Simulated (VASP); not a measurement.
# Au (Im-3m) in VASP: further runs, part 5 of 7

VASP 6.6.1. The steps go on from the part before.

## Step 68: Equation of state, PBE, 17.66 Å³/atom

The input, INCAR:

```
ADDGRID = F
ALGO = Normal
EDIFF = 1E-6
ENCUT = 520
GGA = PE
ISIF = 2
ISMEAR = 1
LASPH = T
LCHARG = F
LREAL = F
LWAVE = F
NELM = 100
PREC = Accurate
SIGMA = 0.15
```

The input, KPOINTS:

```
k-points
0
Gamma
  5 5 5
```

The input, POSCAR:

```
Au
1.0
   -1.6405277645      1.6405277645      1.6405277645
    1.6405277645     -1.6405277645      1.6405277645
    1.6405277645      1.6405277645     -1.6405277645
Au
1
Direct
    0.0000000000      0.0000000000      0.0000000000
```

Launch:

```console
cat potpaw_PBE.64/Au/POTCAR > POTCAR
mpirun -np 1 vasp_std > vasp.out
```

Wall time 3.5 s (1 thread of Intel Xeon 6975P-C (Granite Rapids), shared host); peak memory 0.13 GiB.

These settings aren't checked as converged: the numbers below hold their error.

Results:

```yaml
Free_energy: -3.1940 eV
Pressure: 3.1 GPa
Band_gap_on_the_k_mesh: none (metal or under the smearing width)
```

Caveat: the k mesh is coarse (spacing up to 0.54 Å⁻¹), so the values aren't converged.

## Step 69: Equation of state, PBE, 18.75 Å³/atom

INCAR is that of step 68.

KPOINTS is that of step 68.

The input, POSCAR:

```
Au
1.0
   -1.6736786712      1.6736786712      1.6736786712
    1.6736786712     -1.6736786712      1.6736786712
    1.6736786712      1.6736786712     -1.6736786712
Au
1
Direct
    0.0000000000      0.0000000000      0.0000000000
```

Potentials or basis: VASP PAW PBE potentials, release 64 (Au).

Launch:

```console
cat potpaw_PBE.64/Au/POTCAR > POTCAR
mpirun -np 1 vasp_std > vasp.out
```

It took 3.1 s on 1 thread of Intel Xeon 6975P-C (Granite Rapids), shared host; peak memory 0.12 GiB.

The run converged, but some of its settings lie outside the range that counts as converged, so its numbers aren't taken as properties of the crystal.

Results:

| Quantity | Value |
| --- | --- |
| Free energy | -3.1873 eV |
| Pressure | -4.8 GPa |
| Band gap on the k mesh | none (metal or under the smearing width) |

Caveat: the k mesh is coarse (spacing up to 0.53 Å⁻¹), so the values aren't converged.

## Step 70: Equation of state, PBE, 17.66 Å³/atom

Changes to INCAR since step 69:

```diff
@@ -3,3 +3,3 @@
 EDIFF = 1E-6
-ENCUT = 520
+ENCUT = 280
 GGA = PE
```

The input, KPOINTS:

```
k-points
0
Gamma
  7 7 7
```

The input, POSCAR:

```
Au
1.0
   -1.6405277645      1.6405277645      1.6405277645
    1.6405277645     -1.6405277645      1.6405277645
    1.6405277645      1.6405277645     -1.6405277645
Au
1
Direct
    0.0000000000      0.0000000000      0.0000000000
```

Launch:

```console
cat potpaw_PBE.64/Au/POTCAR > POTCAR
mpirun -np 1 vasp_std > vasp.out
```

Wall time 2.5 s (1 thread of Intel Xeon 6975P-C (Granite Rapids), shared host); peak memory 0.1 GiB.

The run converged, but some of its settings lie outside the range that counts as converged, so its numbers aren't taken as properties of the crystal.

What came out:

- Free energy: -3.2060 eV
- Pressure: 3.4 GPa
- Band gap on the k mesh: none (metal or under the smearing width)

Caveat: the k mesh is coarse (spacing up to 0.39 Å⁻¹), so the values aren't converged; the cutoff is under 1.25 times the usual one of these potentials, so pressure, stress and relaxed cells hold a basis-set (Pulay) error.

## Step 71: Equation of state, PBE, 18.75 Å³/atom

INCAR is that of step 70.

KPOINTS is that of step 70.

The input, POSCAR:

```
Au
1.0
   -1.6736786712      1.6736786712      1.6736786712
    1.6736786712     -1.6736786712      1.6736786712
    1.6736786712      1.6736786712     -1.6736786712
Au
1
Direct
    0.0000000000      0.0000000000      0.0000000000
```

Launch:

```console
cat potpaw_PBE.64/Au/POTCAR > POTCAR
mpirun -np 1 vasp_std > vasp.out
```

It took 2.4 s on 1 thread of Intel Xeon 6975P-C (Granite Rapids), shared host; peak memory 0.11 GiB.

These settings aren't checked as converged: the numbers below hold their error.

What came out:

```
Free energy            : -3.2024 eV
Pressure               : -4.6 GPa
Band gap on the k mesh : none (metal or under the smearing width)
```

Caveat: the k mesh is coarse (spacing up to 0.38 Å⁻¹), so the values aren't converged; the cutoff is under 1.25 times the usual one of these potentials, so pressure, stress and relaxed cells hold a basis-set (Pulay) error.

## Step 72: Equation of state, PBE, 17.66 Å³/atom

Changes to INCAR since step 71:

```diff
@@ -3,3 +3,3 @@
 EDIFF = 1E-6
-ENCUT = 280
+ENCUT = 650
 GGA = PE
```

The input, KPOINTS:

```
k-points
0
Gamma
  5 5 5
```

The input, POSCAR:

```
Au
1.0
   -1.6405277645      1.6405277645      1.6405277645
    1.6405277645     -1.6405277645      1.6405277645
    1.6405277645      1.6405277645     -1.6405277645
Au
1
Direct
    0.0000000000      0.0000000000      0.0000000000
```

Potentials or basis: VASP PAW PBE potentials, release 64 (Au).

Launch:

```console
cat potpaw_PBE.64/Au/POTCAR > POTCAR
mpirun -np 1 vasp_std > vasp.out
```

It took 3.5 s on 1 thread of Intel Xeon 6975P-C (Granite Rapids), shared host; peak memory 0.13 GiB.

The run converged, but some of its settings lie outside the range that counts as converged, so its numbers aren't taken as properties of the crystal.

What came out:

* Free energy: -3.1939 eV
* Pressure: 3.3 GPa
* Band gap on the k mesh: none (metal or under the smearing width)

Caveat: the k mesh is coarse (spacing up to 0.54 Å⁻¹), so the values aren't converged.

## Step 73: Equation of state, PBE, 18.75 Å³/atom

INCAR is that of step 72.

KPOINTS is that of step 72.

The input, POSCAR:

```
Au
1.0
   -1.6736786712      1.6736786712      1.6736786712
    1.6736786712     -1.6736786712      1.6736786712
    1.6736786712      1.6736786712     -1.6736786712
Au
1
Direct
    0.0000000000      0.0000000000      0.0000000000
```

Launch:

```console
cat potpaw_PBE.64/Au/POTCAR > POTCAR
mpirun -np 1 vasp_std > vasp.out
```

It took 3.6 s on 1 thread of Intel Xeon 6975P-C (Granite Rapids), shared host; peak memory 0.13 GiB.

These settings aren't checked as converged: the numbers below hold their error.

Results:

- Free energy: -3.1871 eV
- Pressure: -4.7 GPa
- Band gap on the k mesh: none (metal or under the smearing width)

Caveat: the k mesh is coarse (spacing up to 0.53 Å⁻¹), so the values aren't converged.

## Step 74: Equation of state, PBE, 17.66 Å³/atom

Changes to INCAR since step 73:

```diff
@@ -3,3 +3,3 @@
 EDIFF = 1E-6
-ENCUT = 650
+ENCUT = 340
 GGA = PE
```

The input, KPOINTS:

```
k-points
0
Gamma
  7 7 7
```

The input, POSCAR:

```
Au
1.0
   -1.6405277645      1.6405277645      1.6405277645
    1.6405277645     -1.6405277645      1.6405277645
    1.6405277645      1.6405277645     -1.6405277645
Au
1
Direct
    0.0000000000      0.0000000000      0.0000000000
```

Launch:

```console
cat potpaw_PBE.64/Au/POTCAR > POTCAR
mpirun -np 1 vasp_std > vasp.out
```

It took 3.7 s on 1 thread of Intel Xeon 6975P-C (Granite Rapids), shared host; peak memory 0.11 GiB.

These settings aren't checked as converged: the numbers below hold their error.

Results:

| Property | Result |
| --- | --- |
| Free energy | -3.1976 eV |
| Pressure | 2.9 GPa |
| Band gap on the k mesh | none (metal or under the smearing width) |

Caveat: the k mesh is coarse (spacing up to 0.39 Å⁻¹), so the values aren't converged.

## Step 75: Equation of state, PBE, 18.75 Å³/atom

INCAR is that of step 74.

KPOINTS is that of step 74.

The input, POSCAR:

```
Au
1.0
   -1.6736786712      1.6736786712      1.6736786712
    1.6736786712     -1.6736786712      1.6736786712
    1.6736786712      1.6736786712     -1.6736786712
Au
1
Direct
    0.0000000000      0.0000000000      0.0000000000
```

Potentials or basis: VASP PAW PBE potentials, release 64 (Au).

Launch:

```console
cat potpaw_PBE.64/Au/POTCAR > POTCAR
mpirun -np 1 vasp_std > vasp.out
```

Wall time 3.7 s (1 thread of Intel Xeon 6975P-C (Granite Rapids), shared host); peak memory 0.11 GiB.

The run converged, but some of its settings lie outside the range that counts as converged, so its numbers aren't taken as properties of the crystal.

Results:

- Free energy: -3.1939 eV
- Pressure: -5.1 GPa
- Band gap on the k mesh: none (metal or under the smearing width)

Caveat: the k mesh is coarse (spacing up to 0.38 Å⁻¹), so the values aren't converged.

## Step 76: Equation of state, PBE, 17.66 Å³/atom

Changes to INCAR since step 75:

```diff
@@ -3,3 +3,3 @@
 EDIFF = 1E-6
-ENCUT = 340
+ENCUT = 220
 GGA = PE
```

The input, KPOINTS:

```
k-points
0
Gamma
  10 10 10
```

The input, POSCAR:

```
Au
1.0
   -1.6405277645      1.6405277645      1.6405277645
    1.6405277645     -1.6405277645      1.6405277645
    1.6405277645      1.6405277645     -1.6405277645
Au
1
Direct
    0.0000000000      0.0000000000      0.0000000000
```

Launch:

```console
cat potpaw_PBE.64/Au/POTCAR > POTCAR
mpirun -np 1 vasp_std > vasp.out
```

Run time: 2.8 s. Hardware: 1 thread of Intel Xeon 6975P-C (Granite Rapids), shared host; peak memory 0.1 GiB.

The run converged, but a check on its numbers failed (symmetry, net force, bounds or a known fault of this set-up), so they aren't taken as properties of the crystal.

Caveat: the cutoff lies under the usual one of these potentials, so the numbers hold a large basis-set error.

## Step 77: Equation of state, PBE, 18.75 Å³/atom

INCAR is that of step 76.

KPOINTS is that of step 76.

The input, POSCAR:

```
Au
1.0
   -1.6736786712      1.6736786712      1.6736786712
    1.6736786712     -1.6736786712      1.6736786712
    1.6736786712      1.6736786712     -1.6736786712
Au
1
Direct
    0.0000000000      0.0000000000      0.0000000000
```

Launch:

```console
cat potpaw_PBE.64/Au/POTCAR > POTCAR
mpirun -np 1 vasp_std > vasp.out
```

Wall time 2.8 s (1 thread of Intel Xeon 6975P-C (Granite Rapids), shared host); peak memory 0.1 GiB.

The run converged, but a check on its numbers failed (symmetry, net force, bounds or a known fault of this set-up), so they aren't taken as properties of the crystal.

Caveat: the cutoff lies under the usual one of these potentials, so the numbers hold a large basis-set error.

## Step 78: Equation of state, PBE, 17.66 Å³/atom

Changes to INCAR since step 77:

```diff
@@ -3,3 +3,3 @@
 EDIFF = 1E-6
-ENCUT = 220
+ENCUT = 900
 GGA = PE
```

The input, KPOINTS:

```
k-points
0
Gamma
  5 5 5
```

The input, POSCAR:

```
Au
1.0
   -1.6405277645      1.6405277645      1.6405277645
    1.6405277645     -1.6405277645      1.6405277645
    1.6405277645      1.6405277645     -1.6405277645
Au
1
Direct
    0.0000000000      0.0000000000      0.0000000000
```

Potentials or basis: VASP PAW PBE potentials, release 64 (Au).

Launch:

```console
cat potpaw_PBE.64/Au/POTCAR > POTCAR
mpirun -np 1 vasp_std > vasp.out
```

Wall time 4.6 s (1 thread of Intel Xeon 6975P-C (Granite Rapids), shared host); peak memory 0.16 GiB.

The run converged, but some of its settings lie outside the range that counts as converged, so its numbers aren't taken as properties of the crystal.

Results:

```yaml
Free_energy: -3.1938 eV
Pressure: 3.5 GPa
Band_gap_on_the_k_mesh: none (metal or under the smearing width)
```

Caveat: the k mesh is coarse (spacing up to 0.54 Å⁻¹), so the values aren't converged.

## Step 79: Equation of state, PBE, 18.75 Å³/atom

INCAR is that of step 78.

KPOINTS is that of step 78.

The input, POSCAR:

```
Au
1.0
   -1.6736786712      1.6736786712      1.6736786712
    1.6736786712     -1.6736786712      1.6736786712
    1.6736786712      1.6736786712     -1.6736786712
Au
1
Direct
    0.0000000000      0.0000000000      0.0000000000
```

Launch:

```console
cat potpaw_PBE.64/Au/POTCAR > POTCAR
mpirun -np 1 vasp_std > vasp.out
```

It took 4.8 s on 1 thread of Intel Xeon 6975P-C (Granite Rapids), shared host; peak memory 0.15 GiB.

These settings aren't checked as converged: the numbers below hold their error.

What came out:

```
Free energy            : -3.1870 eV
Pressure               : -4.7 GPa
Band gap on the k mesh : none (metal or under the smearing width)
```

Caveat: the k mesh is coarse (spacing up to 0.53 Å⁻¹), so the values aren't converged.

## Step 80: Equation of state, PBE, 17.66 Å³/atom

Changes to INCAR since step 79:

```diff
@@ -3,3 +3,3 @@
 EDIFF = 1E-6
-ENCUT = 900
+ENCUT = 460
 GGA = PE
```

The input, KPOINTS:

```
k-points
0
Gamma
  7 7 7
```

The input, POSCAR:

```
Au
1.0
   -1.6405277645      1.6405277645      1.6405277645
    1.6405277645     -1.6405277645      1.6405277645
    1.6405277645      1.6405277645     -1.6405277645
Au
1
Direct
    0.0000000000      0.0000000000      0.0000000000
```

Launch:

```console
cat potpaw_PBE.64/Au/POTCAR > POTCAR
mpirun -np 1 vasp_std > vasp.out
```

Wall time 3.9 s (1 thread of Intel Xeon 6975P-C (Granite Rapids), shared host); peak memory 0.11 GiB.

The run converged, but some of its settings lie outside the range that counts as converged, so its numbers aren't taken as properties of the crystal.

Results:

```yaml
Free_energy: -3.1973 eV
Pressure: 3.7 GPa
Band_gap_on_the_k_mesh: none (metal or under the smearing width)
```

Caveat: the k mesh is coarse (spacing up to 0.39 Å⁻¹), so the values aren't converged.

## Step 81: Equation of state, PBE, 18.75 Å³/atom

INCAR is that of step 80.

KPOINTS is that of step 80.

The input, POSCAR:

```
Au
1.0
   -1.6736786712      1.6736786712      1.6736786712
    1.6736786712     -1.6736786712      1.6736786712
    1.6736786712      1.6736786712     -1.6736786712
Au
1
Direct
    0.0000000000      0.0000000000      0.0000000000
```

Potentials or basis: VASP PAW PBE potentials, release 64 (Au).

Launch:

```console
cat potpaw_PBE.64/Au/POTCAR > POTCAR
mpirun -np 1 vasp_std > vasp.out
```

Wall time 3.3 s (1 thread of Intel Xeon 6975P-C (Granite Rapids), shared host); peak memory 0.12 GiB.

These settings aren't checked as converged: the numbers below hold their error.

Results:

* Free energy: -3.1935 eV
* Pressure: -4.3 GPa
* Band gap on the k mesh: none (metal or under the smearing width)

Caveat: the k mesh is coarse (spacing up to 0.38 Å⁻¹), so the values aren't converged.

## Step 82: Equation of state, PBE, 17.66 Å³/atom

Changes to INCAR since step 81:

```diff
@@ -3,3 +3,3 @@
 EDIFF = 1E-6
-ENCUT = 460
+ENCUT = 520
 GGA = PE
```

KPOINTS is that of step 81.

The input, POSCAR:

```
Au
1.0
   -1.6405277645      1.6405277645      1.6405277645
    1.6405277645     -1.6405277645      1.6405277645
    1.6405277645      1.6405277645     -1.6405277645
Au
1
Direct
    0.0000000000      0.0000000000      0.0000000000
```

Launch:

```console
cat potpaw_PBE.64/Au/POTCAR > POTCAR
mpirun -np 1 vasp_std > vasp.out
```

Wall time 3.9 s (1 thread of Intel Xeon 6975P-C (Granite Rapids), shared host); peak memory 0.13 GiB.

These settings aren't checked as converged: the numbers below hold their error.

What came out:

| Quantity | Value |
| --- | --- |
| Free energy | -3.1972 eV |
| Pressure | 3.6 GPa |
| Band gap on the k mesh | none (metal or under the smearing width) |

Caveat: the k mesh is coarse (spacing up to 0.39 Å⁻¹), so the values aren't converged.

## Step 83: Equation of state, PBE, 18.75 Å³/atom

INCAR is that of step 82.

KPOINTS is that of step 82.

The input, POSCAR:

```
Au
1.0
   -1.6736786712      1.6736786712      1.6736786712
    1.6736786712     -1.6736786712      1.6736786712
    1.6736786712      1.6736786712     -1.6736786712
Au
1
Direct
    0.0000000000      0.0000000000      0.0000000000
```

Launch:

```console
cat potpaw_PBE.64/Au/POTCAR > POTCAR
mpirun -np 1 vasp_std > vasp.out
```

It took 4 s on 1 thread of Intel Xeon 6975P-C (Granite Rapids), shared host; peak memory 0.13 GiB.

These settings aren't checked as converged: the numbers below hold their error.

Results:

| Property | Result |
| --- | --- |
| Free energy | -3.1933 eV |
| Pressure | -4.4 GPa |
| Band gap on the k mesh | none (metal or under the smearing width) |

Caveat: the k mesh is coarse (spacing up to 0.38 Å⁻¹), so the values aren't converged.

## Step 84: Equation of state, PBE, 17.66 Å³/atom

Changes to INCAR since step 83:

```diff
@@ -3,3 +3,3 @@
 EDIFF = 1E-6
-ENCUT = 520
+ENCUT = 280
 GGA = PE
```

The input, KPOINTS:

```
k-points
0
Gamma
  10 10 10
```

The input, POSCAR:

```
Au
1.0
   -1.6405277645      1.6405277645      1.6405277645
    1.6405277645     -1.6405277645      1.6405277645
    1.6405277645      1.6405277645     -1.6405277645
Au
1
Direct
    0.0000000000      0.0000000000      0.0000000000
```

Potentials or basis: VASP PAW PBE potentials, release 64 (Au).

Launch:

```console
cat potpaw_PBE.64/Au/POTCAR > POTCAR
mpirun -np 1 vasp_std > vasp.out
```

Wall time 3.3 s (1 thread of Intel Xeon 6975P-C (Granite Rapids), shared host); peak memory 0.1 GiB.

The run converged, but some of its settings lie outside the range that counts as converged, so its numbers aren't taken as properties of the crystal.

Results:

```yaml
Free_energy: -3.1893 eV
Pressure: 2.1 GPa
Band_gap_on_the_k_mesh: none (metal or under the smearing width)
```

Caveat: the cutoff is under 1.25 times the usual one of these potentials, so pressure, stress and relaxed cells hold a basis-set (Pulay) error.

## Step 85: Equation of state, PBE, 18.75 Å³/atom

INCAR is that of step 84.

KPOINTS is that of step 84.

The input, POSCAR:

```
Au
1.0
   -1.6736786712      1.6736786712      1.6736786712
    1.6736786712     -1.6736786712      1.6736786712
    1.6736786712      1.6736786712     -1.6736786712
Au
1
Direct
    0.0000000000      0.0000000000      0.0000000000
```

Launch:

```console
cat potpaw_PBE.64/Au/POTCAR > POTCAR
mpirun -np 1 vasp_std > vasp.out
```

It took 3.1 s on 1 thread of Intel Xeon 6975P-C (Granite Rapids), shared host; peak memory 0.1 GiB.

These settings aren't checked as converged: the numbers below hold their error.

Results:

- Free energy: -3.1786 eV
- Pressure: -5.3 GPa
- Band gap on the k mesh: none (metal or under the smearing width)

Caveat: the cutoff is under 1.25 times the usual one of these potentials, so pressure, stress and relaxed cells hold a basis-set (Pulay) error.

## Step 86: Equation of state, PBE, 17.66 Å³/atom

Changes to INCAR since step 85:

```diff
@@ -3,3 +3,3 @@
 EDIFF = 1E-6
-ENCUT = 280
+ENCUT = 340
 GGA = PE
```

KPOINTS is that of step 85.

The input, POSCAR:

```
Au
1.0
   -1.6405277645      1.6405277645      1.6405277645
    1.6405277645     -1.6405277645      1.6405277645
    1.6405277645      1.6405277645     -1.6405277645
Au
1
Direct
    0.0000000000      0.0000000000      0.0000000000
```

Launch:

```console
cat potpaw_PBE.64/Au/POTCAR > POTCAR
mpirun -np 1 vasp_std > vasp.out
```

Run time: 3.8 s. Hardware: 1 thread of Intel Xeon 6975P-C (Granite Rapids), shared host; peak memory 0.11 GiB.

The run converged, but some of its settings lie outside the range that counts as converged, so its numbers aren't taken as properties of the crystal.

What came out:

```
Free energy            : -3.1804 eV
Pressure               : 1.6 GPa
Band gap on the k mesh : none (metal or under the smearing width)
```

## Step 87: Equation of state, PBE, 18.75 Å³/atom

INCAR is that of step 86.

KPOINTS is that of step 86.

The input, POSCAR:

```
Au
1.0
   -1.6736786712      1.6736786712      1.6736786712
    1.6736786712     -1.6736786712      1.6736786712
    1.6736786712      1.6736786712     -1.6736786712
Au
1
Direct
    0.0000000000      0.0000000000      0.0000000000
```

Potentials or basis: VASP PAW PBE potentials, release 64 (Au).

Launch:

```console
cat potpaw_PBE.64/Au/POTCAR > POTCAR
mpirun -np 1 vasp_std > vasp.out
```

Run time: 3.9 s. Hardware: 1 thread of Intel Xeon 6975P-C (Granite Rapids), shared host; peak memory 0.11 GiB.

The run converged, but some of its settings lie outside the range that counts as converged, so its numbers aren't taken as properties of the crystal.

What came out:

* Free energy: -3.1698 eV
* Pressure: -5.9 GPa
* Band gap on the k mesh: none (metal or under the smearing width)

(Continued in part 6 of 7.)
